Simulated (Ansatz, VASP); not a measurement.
## GaSb in VASP and in Ansatz

INCAR

```
SYSTEM = GaSb
PREC = Accurate
ENCUT = 520
EDIFF = 1E-6
ISMEAR = -1
SIGMA = 0.05
LREAL = .FALSE.
LASPH = .TRUE.
NELM = 60
ALGO = Normal
ISIF = 2
LWAVE = .FALSE.
LCHARG = .FALSE.
MAGMOM = 0 0 0 0 0 0
LORBIT = 11
LSORBIT = .TRUE.
GGA_COMPAT = .FALSE.
METAGGA = R2SCAN
LMIXTAU = .TRUE.
```

The input KPOINTS:

```
Automatic mesh
0
G
  6 6 6
  0 0 0
```

Contents of POSCAR:

```
GaSb
1.0
    0.0000000000      3.0590000000      3.0590000000
    3.0590000000      0.0000000000      3.0590000000
    3.0590000000      3.0590000000      0.0000000000
Sb Ga
1 1
Direct
    0.7500000000      0.7500000000      0.7500000000
    0.0000000000      0.0000000000      0.0000000000
```

The input KPOINTS_OPT:

```
path GXWKGLUWLK,UX
10
line-mode
reciprocal
 0.0000000000  0.0000000000  0.0000000000  G
 0.5000000000  0.0000000000  0.5000000000  X

 0.5000000000  0.0000000000  0.5000000000  X
 0.5000000000  0.2500000000  0.7500000000  W

 0.5000000000  0.2500000000  0.7500000000  W
 0.3750000000  0.3750000000  0.7500000000  K

 0.3750000000  0.3750000000  0.7500000000  K
 0.0000000000  0.0000000000  0.0000000000  G

 0.0000000000  0.0000000000  0.0000000000  G
 0.5000000000  0.5000000000  0.5000000000  L

 0.5000000000  0.5000000000  0.5000000000  L
 0.6250000000  0.2500000000  0.6250000000  U

 0.6250000000  0.2500000000  0.6250000000  U
 0.5000000000  0.2500000000  0.7500000000  W

 0.5000000000  0.2500000000  0.7500000000  W
 0.5000000000  0.5000000000  0.5000000000  L

 0.5000000000  0.5000000000  0.5000000000  L
 0.3750000000  0.3750000000  0.7500000000  K

 0.6250000000  0.2500000000  0.6250000000  U
 0.5000000000  0.0000000000  0.5000000000  X
```

input.yaml

```yaml
crystal:
  lattice:
    - [0.0, 3.059, 3.059]
    - [3.059, 0.0, 3.059]
    - [3.059, 3.059, 0.0]
  atoms:
    - { symbol: Sb, position: [0.75, 0.75, 0.75] }
    - { symbol: Ga, position: [0.0, 0.0, 0.0] }
hamiltonian:
  xc: r2scan
  pseudopotentials: { kind: paw_fr }
magnetization:
  noncollinear: true
  spin_orbit: true
kpoints:
  mp_grid: { grid: [6, 6, 6] }
  band_path:
    path:
      - [[0.0, 0.0, 0.0], [0.5, 0.0, 0.5], [0.5, 0.25, 0.75], [0.375, 0.375, 0.75], [0.0, 0.0, 0.0], [0.5, 0.5, 0.5], [0.625, 0.25, 0.625], [0.5, 0.25, 0.75], [0.5, 0.5, 0.5], [0.375, 0.375, 0.75]]
      - [[0.625, 0.25, 0.625], [0.5, 0.0, 0.5]]
    npoints: 14
scf:
  occupations: { method: fermi_dirac, width: 0.05 }
  n_extra_bands: 6
output:
  forces: true
  stress: true
  eigenvalues: true
  fatbands: true
```

Alike in both runs: task band structure; functional r2SCAN; k mesh 6 × 6 × 6; occupations fermi-dirac, width 0.05 eV; spin-orbit coupling, no magnetisation.

```csv
,VASP,Ansatz
version,VASP 6.6.1,Ansatz 0.2.0
potentials or method,"VASP PAW PBE potentials, release 64 (Sb, Ga_d)",Ansatz PAW
plane-wave cutoff (eV),520,500
valence electrons in the cell,18,28
```

|  | VASP | Ansatz | Ansatz less VASP |
| --- | --- | --- | --- |
| gap on the k mesh at the Fermi level (eV) | 0.23 | 0.25 | +0.021 |
| least direct gap on the mesh (eV) | 0.23 | 0.25 | +0.021 |
| gap along the band path (eV) | 0.23 | 0.25 | +0.021 |
| pressure (GPa) | 0.5 | 0.4 | -0.13 |

The two sets of potentials don't hold the same shells in valence.

Caveats: the PAW data sets were made with another functional, which shifts forces and pressure a little (VASP); the PAW data sets come from PBE, with cores solved anew for the run's functional, which leaves a small shift of forces and pressure (Ansatz).
